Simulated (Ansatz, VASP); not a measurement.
This is a calculation of SiC (Moissanite) for VASP 6.6.1.

INCAR

```
PREC     = Accurate       # precision mode
ENCUT    = 520            # plane-wave cutoff, eV
EDIFF    = 1E-6           # SCF threshold, eV
ISMEAR   = -1             # smearing method
SIGMA    = 0.05           # smearing width, eV
LREAL    = False          # projectors in reciprocal space
LASPH    = True           # aspherical terms in the spheres
NELM     = 100            # most SCF steps
ALGO     = Normal         # electronic algorithm
ISIF     = 2              # what is computed and relaxed
LWAVE    = False          # write WAVECAR
LCHARG   = False          # write CHGCAR
GGA      = RE             # functional
IVDW     = 13             # dispersion correction
NBANDS   = 16             # bands
```

File KPOINTS:

```
Automatic mesh
0
Gamma
  10 10 5
```

Contents of POSCAR:

```
SiC
1.0
    3.0553550827      0.0000000000      0.0000000000
   -1.5276775413      2.6460151191      0.0000000000
    0.0000000000      0.0000000000      5.0141197845
Si C
2 2
Direct
    0.6666666667      0.3333333333      0.5000000000
    0.3333333333      0.6666666667      0.0000000000
    0.6666666667      0.3333333333      0.8850000000
    0.3333333333      0.6666666667      0.3850000000
```

Potentials or basis: VASP PAW PBE potentials, release 64 (Si, C).

Command:

```bash
$ cat potpaw_PBE.64/Si/POTCAR potpaw_PBE.64/C/POTCAR > POTCAR
$ mpirun -np 1 vasp_std > vasp.out
```

Problem. Translate it to Ansatz 0.2.0. Potentials there: Ansatz PAW.

Solution. As run (the cutoff follows the program's own potentials):

Contents of input.yaml:

```yaml
crystal:
  lattice:
    - [3.0553550827, 0.0, 0.0]
    - [-1.5276775413, 2.6460151191, 0.0]
    - [0.0, 0.0, 5.0141197845]
  atoms:
    - { symbol: Si, position: [0.6666666667, 0.3333333333, 0.5] }
    - { symbol: Si, position: [0.3333333333, 0.6666666667, 0.0] }
    - { symbol: C, position: [0.6666666667, 0.3333333333, 0.885] }
    - { symbol: C, position: [0.3333333333, 0.6666666667, 0.385] }
hamiltonian:
  xc: revpbe
  pseudopotentials: { kind: paw }
  dispersion: d4
kpoints:
  mp_grid: { grid: [10, 10, 5] }
scf:
  occupations: { method: fermi_dirac, width: 0.05 }
output:
  forces: true
  stress: true
  eigenvalues: true
```

Potentials or basis: Ansatz PAW.

Command:

```console
$ ansatz run input.yaml --threads 2 --pin off --max-ram 5120MiB --backend cpu --events-out ev --progress --plain --runs-dir out
```

Both were run:

|  | VASP | Ansatz | Ansatz less VASP |
| --- | --- | --- | --- |
| gap on the k mesh at the Fermi level (eV) | 2.47 | 2.47 | +0.005 |
| least direct gap on the mesh (eV) | 4.14 | 4.15 | +0.013 |
| pressure (GPa) | 1.2 | 1.7 | +0.44 |
| largest component of the traceless stress (GPa) | 3.50 | 3.53 | +0.031 |
| rms of the force components (eV/Å) | 0.447 | 0.448 | +0.0005 |
| dispersion energy (meV/atom) | -657.7 | -657.8 | -0.08 |

Atom by atom the forces differ by 0.000 eV/Å (rms over components).

Caveats: the PAW data sets were made with another functional, which shifts forces and pressure a little (VASP); an odd mesh through Γ misses points on the zone boundary, where band edges often lie (VASP); odd divisions of the mesh miss points on the zone boundary, where band edges often lie, so the gap on the mesh can be too wide (Ansatz); the PAW data sets come from PBE, with cores solved anew for the run's functional, which leaves a small shift of forces and pressure (Ansatz). revPBE gaps usually lie below the measured ones, often by a third to a half.
